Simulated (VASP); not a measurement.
# GaP (F-43m) in VASP: a series of runs, part 2 of 2

VASP 6.6.1. The steps go on from the part before.

### Step 3. Relaxation of cell and atoms, PBEsol

This run uses another cell than the first one, of 20.09 Å³/atom, 0.992 times its volume.

Contents of INCAR:

```
SYSTEM = GaP
PREC     = Accurate       ! precision mode
ENCUT    = 600            ! plane-wave cutoff, eV
EDIFF    = 1E-7           ! SCF threshold, eV
ISMEAR   = 0              ! smearing method
SIGMA    = 0.03           ! smearing width, eV
LREAL    = .False.        ! projectors in reciprocal space
LASPH    = .True.         ! aspherical terms in the spheres
NELM     = 80             ! most SCF steps
ALGO     = Normal         ! electronic algorithm
ISIF     = 3              ! what is computed and relaxed
LWAVE    = .False.        ! write WAVECAR
LCHARG   = .False.        ! write CHGCAR
GGA      = PS             ! functional
IBRION   = 2              ! ionic algorithm
NSW      = 90             ! ionic steps
EDIFFG   = -0.005         ! ionic threshold
```

Contents of KPOINTS:

```
regular mesh
0
Gamma
  8 8 8
  0 0 0
```

Contents of POSCAR:

```
GaP                                     
1.0
   -0.0000000000      2.7184163015      2.7184163015
    2.7184163015      0.0000000000      2.7184163015
    2.7184163015      2.7184163015     -0.0000000000
  Ga              P             
     1     1
Direct
     0.0000000000000000    0.0000000000000000    0.0000000000000000
     0.2500000000000000    0.2500000000000000    0.2500000000000000
```

Potentials or basis: VASP PAW PBE potentials, release 64 (Ga_d, P).

On the command line:

```bash
cat potpaw_PBE.64/Ga_d/POTCAR potpaw_PBE.64/P/POTCAR > POTCAR
mpirun -np 1 vasp_std > vasp.out
```

OUTCAR:

```text
SYSTEM = GaP
   PREC = Accurate
   ENCUT = 600
   EDIFF = 1E-7
   ISMEAR = 0
   LREAL = .False.
   LASPH = .True.
   NELM = 80
   ISIF = 3
   GGA = PS
   IBRION = 2
   NSW = 90
   EDIFFG = -0.005

 ion  position               nearest neighbor table
   1  0.000  0.000  0.000-   2 2.35   2 2.35   2 2.35   2 2.35
   2  0.250  0.250  0.250-   1 2.35   1 2.35   1 2.35   1 2.35

  LATTYP: Found a face centered cubic cell.
 ALAT       =     5.4368326030

  Lattice vectors:

 A1 = (   0.0000000000,   2.7184163015,   2.7184163015)
 A2 = (   2.7184163015,   0.0000000000,   2.7184163015)
 A3 = (   2.7184163015,   2.7184163015,   0.0000000000)

Analysis of symmetry for initial positions (statically):
=====================================================================
 Subroutine PRICEL returns:
 Original cell was already a primitive cell.

 Routine SETGRP: Setting up the symmetry group for a
 face centered cubic supercell.

 Subroutine GETGRP returns: Found 24 space group operations
 (whereof 24 operations were pure point group operations)
 out of a pool of 48 trial point group operations.

[... 168 lines left out ...]
 fundamental gap:      1.5011042318
 Fermi energy:         4.8414552412

 k-point     1 :       0.0000    0.0000    0.0000
  band No.  band energies     occupation
      1      -9.9089      2.00000
      2      -9.9089      2.00000
      3      -9.9089      2.00000
      4      -9.8058      2.00000
      5      -9.8058      2.00000
      6      -7.9353      2.00000
      7       4.6458      2.00000
      8       4.6458      2.00000
      9       4.6458      2.00000
     10       6.4582      0.00000
     11       8.4705      0.00000
     12       8.4705      0.00000
     13       8.4705      0.00000
[... 354 lines left out ...]
  band No.  band energies     occupation
      1     -10.0001      2.00000
      2      -9.8771      2.00000
      3      -9.8644      2.00000
      4      -9.8114      2.00000
      5      -9.7984      2.00000
      6      -5.4051      2.00000
      7      -1.8637      2.00000
      8       1.3771      2.00000
      9       2.6631      2.00000
     10       8.0610      0.00000
     11       8.8339      0.00000
     12      11.0770      0.00000
     13      12.5058      0.00000

 [... further k-points ...]
[... 5 lines left out ...]
  --------------------------------------------------------------------------------------
  -------------------------------------------------------------------------------------
  Total        0.0008286      0.0008286      0.0008286      0.0000000      0.0000000     -0.0000000
  in kB        0.0330431      0.0330431      0.0330431      0.0000000      0.0000000     -0.0000000
  external PRESSURE =       0.0330431 kB  Pullay stress =       0.0000000 kB

 VOLUME and BASIS-vectors are now :
 -----------------------------------------------------------------------------
  energy-cutoff  :      600.00
  volume of cell :       40.18
      direct lattice vectors                 reciprocal lattice vectors
     0.000000000  2.718416302  2.718416302    -0.183930622  0.183930622  0.183930622
     2.718416302  0.000000000  2.718416302     0.183930622 -0.183930622  0.183930622
     2.718416302  2.718416302  0.000000000     0.183930622  0.183930622 -0.183930622

 POSITION                                       TOTAL-FORCE (eV/Angst)
 -----------------------------------------------------------------------------------
      0.00000      0.00000      0.00000         0.000000      0.000000      0.000000
      1.35921      1.35921      1.35921        -0.000000     -0.000000     -0.000000
 -----------------------------------------------------------------------------------
    total drift:                                0.000001      0.000001      0.000001

  FREE ENERGIE OF THE ION-ELECTRON SYSTEM (eV)
  ---------------------------------------------------
  free  energy   TOTEN  =        -9.9211065095 eV

  energy  without entropy=       -9.9211065095  energy(sigma->0) =       -9.92110651

 reached required accuracy - stopping structural energy minimisation
```

OSZICAR:

```text
N       E                     dE             d eps       ncg     rms          rms(c)
DAV:   1     0.836879830803E+02    0.83688E+02   -0.10108E+04   762   0.215E+03
DAV:   2    -0.388252217950E+01   -0.87571E+02   -0.84279E+02   854   0.354E+02
DAV:   3    -0.100925844080E+02   -0.62101E+01   -0.61155E+01   954   0.779E+01
DAV:   4    -0.102065921336E+02   -0.11401E+00   -0.11394E+00   889   0.113E+01
DAV:   5    -0.102090359087E+02   -0.24438E-02   -0.24437E-02   957   0.142E+00    0.415E+00
DAV:   6    -0.996242637208E+01    0.24661E+00   -0.43738E-01  1185   0.142E+01    0.263E+00
DAV:   7    -0.992371491685E+01    0.38711E-01   -0.99516E-02  1006   0.274E+00    0.985E-01
DAV:   8    -0.992091444308E+01    0.28005E-02   -0.13214E-02   922   0.166E+00    0.162E-01
DAV:   9    -0.992105800865E+01   -0.14357E-03   -0.11024E-03  1083   0.569E-01    0.636E-02
DAV:  10    -0.992107997337E+01   -0.21965E-04   -0.65624E-05   973   0.871E-02    0.258E-02
DAV:  11    -0.992110648407E+01   -0.26511E-04   -0.28350E-05   839   0.638E-02    0.420E-03
DAV:  12    -0.992110642818E+01    0.55892E-07   -0.16066E-06  1021   0.189E-02    0.353E-03
DAV:  13    -0.992110653588E+01   -0.10770E-06   -0.27122E-07   813   0.480E-03    0.111E-03
DAV:  14    -0.992110650946E+01    0.26421E-07   -0.11601E-08   467   0.153E-03
   1 F= -.99211065E+01 E0= -.99211065E+01  d E =-.992111E+01
```

It took 7.4 s on 1 thread of Intel Xeon 6975P-C (Granite Rapids), shared host; peak memory 0.18 GiB.

What came out:

| Item | Value |
| --- | --- |
| Free energy | -9.9211 eV |
| Pressure after relaxing | 0.0 GPa |
| Band gap on the k mesh | 1.50 eV, indirect (least direct gap 1.81 eV) |

Final structure:
```
CELL_PARAMETERS angstrom
0.00000 2.71842 2.71842
2.71842 0.00000 2.71842
2.71842 2.71842 0.00000
ATOMIC_POSITIONS crystal
Ga 0.00000 0.00000 0.00000
P 0.25000 0.25000 0.25000
```

Caveat: the relaxation stopped at its first step, so nothing moved; the PAW data sets were made with another functional, which shifts forces and pressure a little. A k mesh can miss the band edges.

### Step 4. Relaxation of cell and atoms, PBEsol

Contents of INCAR:

```
PREC = Accurate
ENCUT = 600
EDIFF = 1E-6
ISMEAR = 0
SIGMA = 0.03
LREAL = False
LASPH = True
NELM = 80
ALGO = Normal
ISIF = 3
LWAVE = False
LCHARG = False
GGA = PS
IBRION = 2
NSW = 90
EDIFFG = -0.01
KPAR = 4
```

Contents of KPOINTS:

```
Automatic mesh
0
Gamma
  8 8 8
```

Contents of POSCAR:

```
GaP
1.0
    0.0000000000      2.7252500000      2.7252500000
    2.7252500000      0.0000000000      2.7252500000
    2.7252500000      2.7252500000      0.0000000000
Ga P
1 1
Direct
    0.0000000000      0.0000000000      0.0000000000
    0.2500000000      0.2500000000      0.2500000000
```

On the command line:

```bash
cat potpaw_PBE.64/Ga_d/POTCAR potpaw_PBE.64/P/POTCAR > POTCAR
mpirun -np 4 vasp_std > vasp.out
```

Run time: 18 s. Hardware: 4 MPI ranks of Intel Xeon Platinum 8488C (Sapphire Rapids), shared host; peak memory 0.18 GiB.

It converged, with:

* Free energy: -9.9212 eV
* Relaxed volume: 20.09 Å³/atom
* Relaxed cell: a = 3.844 Å, b = 3.844 Å, c = 3.844 Å, α = 60.00°, β = 60.00°, γ = 60.00°
* Space group after relaxing (to 0.05 Å): F-43m (No. 216)
* Energy gained by relaxing: 0.3 meV/atom
* Ionic steps: 3
* Pressure after relaxing: 0.0 GPa
* Band gap on the k mesh: 1.50 eV, indirect (least direct gap 1.81 eV)

The path:
| step | energy change (eV) | largest force (eV/Å) | pressure (GPa) | volume (Å³) |
| --- | --- | --- | --- | --- |
| 1 | 0.0000 | 0.0000 | -0.64 | 40.48 |
| 2 | -0.0004 | 0.0000 | 0.43 | 40.01 |
| 3 | -0.0006 | 0.0000 | -0.03 | 40.18 |

Final structure:
```cif
data_structure
_symmetry_space_group_name_H-M 'P 1'
_symmetry_Int_Tables_number 1
_cell_length_a 3.8444
_cell_length_b 3.8444
_cell_length_c 3.8444
_cell_angle_alpha 60.000
_cell_angle_beta 60.000
_cell_angle_gamma 60.000
_cell_volume 40.18
loop_
_atom_site_label
_atom_site_type_symbol
_atom_site_fract_x
_atom_site_fract_y
_atom_site_fract_z
_atom_site_occupancy
Ga1 Ga 0.00000 0.00000 0.00000 1
P1 P 0.25000 0.25000 0.25000 1
```

Levels at points of the mesh, in eV from the valence-band top:
| k point | band 7 | band 8 | band 9 | band 10 | band 11 | band 12 |
| --- | --- | --- | --- | --- | --- | --- |
| (0.00, 0.00, 0.00) | 0.00 | 0.00 | 0.00 | 1.81 | 3.82 | 3.82 |
| (0.50, 0.00, 0.00) | -6.74 | -1.14 | -1.14 | 1.61 | 4.65 | 4.65 |
| (0.50, 0.50, 0.00) | -6.84 | -2.74 | -2.74 | 1.50 | 1.71 | 10.61 |

Caveat: the PAW data sets were made with another functional, which shifts forces and pressure a little.

### Step 5. Relaxation of cell and atoms, PBEsol

This run uses another cell than the first one, of 20.09 Å³/atom, 0.992 times its volume.

Edit INCAR of step 4 so:

```diff
@@ -2,3 +2,3 @@
 ENCUT = 600
-EDIFF = 1E-6
+EDIFF = 1E-7
 ISMEAR = 0
@@ -15,3 +15,3 @@
 NSW = 90
-EDIFFG = -0.01
+EDIFFG = -0.005
 KPAR = 4
```

KPOINTS is that of step 4.

Contents of POSCAR:

```
GaP                                     
1.0
    0.0000000000      2.7184163014      2.7184163014
    2.7184163014      0.0000000000      2.7184163014
    2.7184163014      2.7184163014      0.0000000000
  Ga              P             
     1     1
Direct
     0.0000000000000000    0.0000000000000000    0.0000000000000000
     0.2500000000000000    0.2500000000000000    0.2500000000000000
```

On the command line:

```bash
cat potpaw_PBE.64/Ga_d/POTCAR potpaw_PBE.64/P/POTCAR > POTCAR
mpirun -np 4 vasp_std > vasp.out
```

It took 10 s on 4 MPI ranks of Intel Xeon Platinum 8488C (Sapphire Rapids), shared host; peak memory 0.17 GiB.

Results (log left out):

* Free energy: -9.9211 eV
* Pressure after relaxing: 0.0 GPa
* Band gap on the k mesh: 1.50 eV, indirect (least direct gap 1.81 eV)

Final structure:
```
Ga P
1.0
     0.00000    2.71842    2.71842
     2.71842    0.00000    2.71842
     2.71842    2.71842    0.00000
Ga P
1 1
Direct
  0.00000 0.00000 0.00000
  0.25000 0.25000 0.25000
```

Levels at points of the mesh, in eV from the valence-band top:
| k point | band 5 | band 6 | band 7 | band 8 | band 9 | band 10 | band 11 | band 12 | band 13 |
| --- | --- | --- | --- | --- | --- | --- | --- | --- | --- |
| (0.00, 0.00, 0.00) | -14.45 | -12.58 | 0.00 | 0.00 | 0.00 | 1.81 | 3.82 | 3.82 | 3.82 |
| (0.50, 0.00, 0.00) | -14.44 | -10.47 | -6.74 | -1.14 | -1.14 | 1.61 | 4.65 | 4.65 | 8.10 |
| (0.50, 0.50, 0.00) | -14.43 | -9.54 | -6.84 | -2.74 | -2.74 | 1.50 | 1.71 | 10.61 | 10.61 |

Caveat: the relaxation stopped at its first step, so nothing moved; the PAW data sets were made with another functional, which shifts forces and pressure a little. As with any semilocal functional, this PBEsol gap is likely too small.
